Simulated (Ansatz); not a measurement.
Crystal: AlN.

```
Al N
1.0
     0.00000    2.03452    2.03452
     2.03452    0.00000    2.03452
     2.03452    2.03452    0.00000
Al N
1 1
Direct
  0.50000 0.50000 0.50000
  0.00000 0.00000 0.00000
```

Measurements of this composition are mostly on another form, of space group No. 186.

Program: Ansatz 0.2.0. Alike in all runs: task band structure; potentials or basis Ansatz PAW; no spin polarisation; cell as given; k mesh 11 × 11 × 11; smearing fermi-dirac 0.05 eV.

**Question.** Order these runs on this cell by their pressure, lowest first.
A. level r2SCAN; cutoff (eV) 500
B. level LDA; cutoff (eV) 420
C. level PBE; cutoff (eV) 420
D. level RPBE; cutoff (eV) 420
E. level PBEsol; cutoff (eV) 420

**Answer.** B (-11.0 GPa), A (-6.1 GPa), E (-4.5 GPa), C (0.3 GPa), D (4.9 GPa).

Caveats: the PAW data sets come from PBE, with cores solved anew for the run's functional, which leaves a small shift of forces and pressure (some runs).
